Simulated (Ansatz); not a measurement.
# HfN (Fm-3m) in Ansatz: notebook

Aim: see how the results for HfN move with the level of theory and the settings. Levels: LDA, PBE. Tasks: band structure.

Everything below comes from runs of Ansatz 0.2.0. Logs are shortened: lines on timing, memory, paths and dates and some standing lists are left out, and cuts for length are marked.

**1. The structure**

Symmetry: Fm-3m, No. 225, cubic system. Conventional cell: a = 4.512 Å, b = 4.512 Å, c = 4.512 Å, α = 90.00°, β = 90.00°, γ = 90.00°. Around Hf (site symmetry m-3m) lie 6 N at 2.26 Å. N (site symmetry m-3m) has 6 Hf at 2.26 Å as nearest neighbours.

**2. Band structure, LDA**

Contents of input.yaml:

```yaml
crystal:
  lattice:
    - [0.0, 2.256, 2.256]
    - [2.256, 0.0, 2.256]
    - [2.256, 2.256, 0.0]
  atoms:
    - { symbol: Hf, position: [0.0, 0.0, 0.0] }
    - { symbol: "N", position: [0.5, 0.5, 0.5] }
kpoints:
  mp_grid: { grid: [10, 10, 10] }
  band_path:
    path:
      - [0.0, 0.0, 0.0]
      - [0.5, 0.0, 0.5]
      - [0.5, 0.25, 0.75]
      - [0.375, 0.375, 0.75]
      - [0.0, 0.0, 0.0]
      - [0.5, 0.5, 0.5]
      - [0.625, 0.25, 0.625]
      - [0.5, 0.25, 0.75]
    npoints: 8
scf:
  occupations: { method: fermi_dirac, width: 0.05 }
hamiltonian:
  xc: lda
  pseudopotentials: { kind: all_electron, lapw: { basis_error: 0.001 } }
output:
  forces: true
  stress: true
  eigenvalues: true
```

Potentials or basis: all-electron LAPW, scalar-relativistic.

Command:

```
ansatz run input.yaml --threads 1 --pin off --max-ram 3072MiB --backend cpu --events-out ev --progress --plain --runs-dir out
```

Output:

```text
Warning: RAYON_NUM_THREADS=1 ignored (pool sized by the plan → 1); use --threads N
LAPW: plane waves up to 9.491 Å⁻¹, error target 1.0e-3 eV per atom; small_component_spin mean_spin; N in spheres of 0.954 Å, 7 of its electrons in bands, Dirac shells []; Hf in spheres of 1.302 Å, 42 of its electrons in bands, Dirac shells [] (how accurate: hamiltonian.pseudopotentials.lapw.basis_error, Limitations)
Engine: ansatz 0.2.0, aarch64-unknown-linux-gnu
Pseudopotentials: kind: all_electron
Pseudopotential: Hf, LAPW, valence charge 42, lapw/all_electron/scalar/gaussian/Hf, Koelling and Harmon's equation, gaussian nucleus
Pseudopotential: N, LAPW, valence charge 7, lapw/all_electron/scalar/gaussian/N, Koelling and Harmon's equation, gaussian nucleus
Functional definition: SPW92
  exchange = slater_x
  correlation = pw_c
Crystal: 2 atoms, lattice volume = 22.964 Å³
Basis set: ecut = 343.227419599731 eV, 331 PW (Γ), exchange–correlation at level 2
Bands: 30, of which v1, the nominal top of the filled ones, is band 25 counted from 1 (24 counted from 0)
Symmetry: 48 space group operations
Space group: Fm-3m (ITA 225), of the structure as read, at distance tolerance 2.8e-5 Å
k-points: 47 of 1000
Non-local potential: Hf, projectors of the file, none
Non-local potential: N, projectors of the file, none
Initial density: superposition of atomic densities (chi_scale 0.1, normalization cell, long waves kept (reshape's long-wave potential 0.00 eV rms))
Initial wavefunctions: plane waves of lowest kinetic energy (no species holds an atomic orbital)
Functional: x = slater, c = lda
iter 1 solved again at ethr=9.35e-3 eV; its pass at ethr=1.00e-1 eV (dr2=4.58e0 eV) is discarded
SCF iter   1: F=—  HF=-411491.815491 eV  |F-HF|=—  |Δ(HF+E_count)|=         —  Δρ=1.24e-1  dr2=4.58e0  ethr=9.35e-3  ⟨swp⟩=2.0  Hψ=8772  notcnv=0
preconditioner: auto → none  [insulator: Δε(μ)=0.154 eV  Ē_g=19.168 eV  σ=0.050 eV  W_gap=0.57  n_scr=14 (ndim 8)  ℏωp=41.7 eV  f_vac=0.000  D(μ)=0.37/eV (n_scr^D=0)  ε∞_Penn≈5.7]
SCF iter   2: F=—  HF=-411490.966212 eV  |F-HF|=—  |Δ(HF+E_count)|=   8.49e-1  Δρ=7.91e-2  dr2=1.60e0  ethr=9.35e-3  ⟨swp⟩=3.0  Hψ=4236  notcnv=0
iter 3 solved again at ethr=1.27e-4 eV; its pass at ethr=3.27e-3 eV (dr2=6.23e-2 eV) is discarded
SCF iter   3: F=—  HF=-411489.883304 eV  |F-HF|=—  |Δ(HF+E_count)|=    1.08e0  Δρ=1.50e-2  dr2=6.24e-2  ethr=1.27e-4  ⟨swp⟩=2.0  Hψ=7141  notcnv=0
SCF iter   4: F=—  HF=-411489.872622 eV  |F-HF|=—  |Δ(HF+E_count)|=         —  Δρ=1.53e-3  dr2=5.25e-4  ethr=1.27e-4  ⟨swp⟩=2.0  Hψ=4413  notcnv=0
the basis was enlarged: its passes take 113.8 KiB over the memory plan, 1 of 1 planned eigensolver slots
SCF iter   5: F=—  HF=-411489.863059 eV  |F-HF|=—  |Δ(HF+E_count)|=   9.56e-3  Δρ=3.40e-3  dr2=3.54e-3  ethr=1.07e-6  ⟨swp⟩=3.0  Hψ=4595  notcnv=0
SCF iter   6: F=—  HF=-411489.861560 eV  |F-HF|=—  |Δ(HF+E_count)|=   1.50e-3  Δρ=2.29e-4  dr2=1.38e-5  ethr=1.07e-6  ⟨swp⟩=3.0  Hψ=4356  notcnv=0
SCF iter   7: F=—  HF=-411489.861557 eV  |F-HF|=—  |Δ(HF+E_count)|=   2.88e-6  Δρ=2.72e-5  dr2=7.46e-8  ethr=2.82e-8  ⟨swp⟩=2.0  Hψ=4217  notcnv=0
SCF iter   8: F=-411489.861557 eV  HF=-411489.861557 eV  |F-HF|=3.49e-10  |Δ(HF+E_count)|=   2.24e-8  Δρ=2.65e-6  dr2=5.81e-10  ethr=1.52e-10  ⟨swp⟩=2.7  Hψ=4261  notcnv=0
SCF 1 converged in 8 iterations: F = -411489.861557 eV  dr2 = 5.81e-10
NSCF: frozen V_eff on 57 k-points
SCF converged after 8 iterations
Free energy (F): -411489.861557 eV
Harris-Foulkes:  -411489.861557 eV  (|F-HF|=3.49e-10)
Internal energy: -411489.855298 eV  (E = F + TS)
E sigma→0 (E₀):  -411489.858427 eV
Entropy (-TS):   -0.006259 eV (-3.129 meV/atom)
Fermi energy:    23.966072 eV
--- Per-component energies (eV) ---
  E_band       = -4387.985962
  E_kinetic    = 457560.487869
  E_xc         = -8348.562680
  E_electrostatic = -860701.780486  (all electrons and nuclei)
  E_smearing   = -0.006259  (= −TS)
  E_closure    = 0.000000  (closes the sum)
  E_atoms      = -411468.675594  (free atoms, spherical and without spin; not in F)
  Σ components = -411489.861557   (vs F -411489.861557, Δ=0.00e0)
  Basis errors (estimates in eV, not in F): energy 3.4e-4 per atom: plane waves 3.0e-4 (1.7e-4 summed), levels above the bands 4.9e-81, relativity 9.1e-9, radial functions 3.5e-5, core shells 5.2e-7; eigenvalues (radial functions only) 5.4e-6; not estimated: angular momenta, meshes, grids; target (lapw.basis_error) 1.0e-3; muffin-tin radii N 0.954 Å, Hf 1.302 Å
--- Forces (eV/Å), atoms counted from 1 ---
  atom   1  Hf    -0.00000000     0.00000000     0.00000000
  atom   2  N      0.00000000     0.00000000     0.00000000
  max |Σ_I F_I| component: 4.08e-30 eV/Å
--- Stress (GPa, compression-positive) ---
       -8.195186      -0.000000      -0.000000
       -0.000000      -8.195186      -0.000000
       -0.000000      -0.000000      -8.195186
  P = ⅓ Tr σ = -8.1952 GPa (-81.952 kbar)
--- Band table (eV; the first three rows and the last of 47) ---
  k-point 0: bands = ["-350.3910", "-349.3102", "-349.3102", "-349.3102", "-177.6927", "-177.6927", "-177.6899", "-177.6899", "-177.6899", "-38.7115", "-7.1170", "-7.1170", "-7.1170", "6.6297", "11.2922", "11.2922", "11.2922", "11.3274", "11.4278", "11.4278", "11.4278", "21.0528", "21.0528", "21.0528", "23.5201", "23.5201", "23.5201", "25.8329", "25.8329", "25.8751"]
  k-point 1: bands = ["-350.3910", "-349.3102", "-349.3102", "-349.3102", "-177.6927", "-177.6927", "-177.6899", "-177.6899", "-177.6899", "-38.7055", "-7.2199", "-7.1256", "-7.1256", "6.8588", "11.2948", "11.3007", "11.3007", "11.3325", "11.4206", "11.4206", "11.4281", "20.1192", "20.4757", "20.4757", "23.7853", "23.8547", "23.8547", "26.5556", "26.5891", "26.5891"]
  k-point 2: bands = ["-350.3910", "-349.3102", "-349.3102", "-349.3102", "-177.6927", "-177.6927", "-177.6899", "-177.6899", "-177.6899", "-38.6898", "-7.4789", "-7.1480", "-7.1480", "7.4699", "11.3101", "11.3237", "11.3237", "11.3472", "11.4029", "11.4029", "11.4289", "18.4377", "19.4350", "19.4350", "24.2123", "24.6786", "24.6786", "27.9702", "28.2728", "28.2728"]
  k-point 46: bands = ["-350.3910", "-349.3102", "-349.3102", "-349.3102", "-177.6927", "-177.6927", "-177.6899", "-177.6899", "-177.6899", "-38.6278", "-7.7648", "-7.6110", "-7.4685", "8.2720", "11.3447", "11.3537", "11.3581", "11.3793", "11.3813", "11.4064", "11.4410", "18.0174", "18.4676", "18.6100", "23.9094", "26.2417", "29.3467", "29.4477", "30.1963", "33.8321"]
```

It took 17 s on 1 thread of Arm Neoverse V1, shared host; peak memory 0.33 GiB.

What came out:

* Free energy: -411489.8616 eV
* Pressure: -8.2 GPa
* Band gap along the path: none (metal or under the smearing width)

Levels at the corners of the path, in eV from the Fermi level:
| point | band 22 | band 23 | band 24 | band 25 | band 26 | band 27 | band 28 | band 29 |
| --- | --- | --- | --- | --- | --- | --- | --- | --- |
| Γ | -2.91 | -2.91 | -2.91 | -0.45 | -0.45 | -0.45 | 1.87 | 1.87 |
| X | -5.39 | -3.89 | -3.61 | -3.61 | 4.01 | 5.47 | 5.47 | 5.63 |
| W | -6.16 | -5.47 | -5.47 | 1.10 | 1.10 | 5.48 | 5.55 | 6.08 |
| K | -6.34 | -5.51 | -4.95 | -0.87 | 3.83 | 4.39 | 6.03 | 6.60 |
| Γ | -2.91 | -2.91 | -2.91 | -0.45 | -0.45 | -0.45 | 1.87 | 1.87 |
| L | -8.94 | -6.25 | -6.25 | 3.22 | 3.63 | 3.63 | 4.54 | 8.79 |
| U | -6.34 | -5.51 | -4.95 | -0.87 | 3.83 | 4.39 | 6.03 | 6.60 |
| W | -6.16 | -5.47 | -5.47 | 1.10 | 1.10 | 5.48 | 5.55 | 6.08 |

Caveat: spin-orbit coupling is left out, which moves the levels of the heavy elements.

**3. Band structure, PBE**

Edit input.yaml of step 2 so:

```diff
@@ -24,3 +24,3 @@
 hamiltonian:
-  xc: lda
+  xc: pbe
   pseudopotentials: { kind: all_electron, lapw: { basis_error: 0.001 } }
```

Potentials or basis: all-electron LAPW, scalar-relativistic.

Command:

```
ansatz run input.yaml --threads 1 --pin off --max-ram 3072MiB --backend cpu --events-out ev --progress --plain --runs-dir out
```

Run time: 17 s. Hardware: 1 thread of Arm Neoverse V1, shared host; peak memory 0.33 GiB.

Results (log left out):

| Item | Value |
| --- | --- |
| Free energy | -411743.6853 eV |
| Pressure | 6.7 GPa |
| Band gap along the path | none (metal or under the smearing width) |

Levels at the corners of the path, in eV from the Fermi level:
```tsv
point	band 21	band 22	band 23	band 24	band 25	band 26	band 27	band 28	band 29	band 30
Γ	-12.58	-2.99	-2.99	-2.99	-0.41	-0.41	-0.41	1.75	1.92	1.92
X	-12.60	-5.49	-3.89	-3.70	-3.70	4.06	5.50	5.50	5.57	8.00
W	-12.56	-6.20	-5.55	-5.55	1.09	1.09	5.52	5.52	6.15	10.45
K	-12.57	-6.40	-5.61	-5.01	-0.89	3.84	4.43	6.00	6.63	8.95
Γ	-12.58	-2.99	-2.99	-2.99	-0.41	-0.41	-0.41	1.75	1.92	1.92
L	-12.43	-8.98	-6.29	-6.29	3.22	3.66	3.66	4.42	8.82	8.82
U	-12.57	-6.40	-5.61	-5.01	-0.89	3.84	4.43	6.00	6.63	8.95
W	-12.56	-6.20	-5.55	-5.55	1.09	1.09	5.52	5.52	6.15	10.45
```

Caveat: spin-orbit coupling is left out, which moves the levels of the heavy elements.
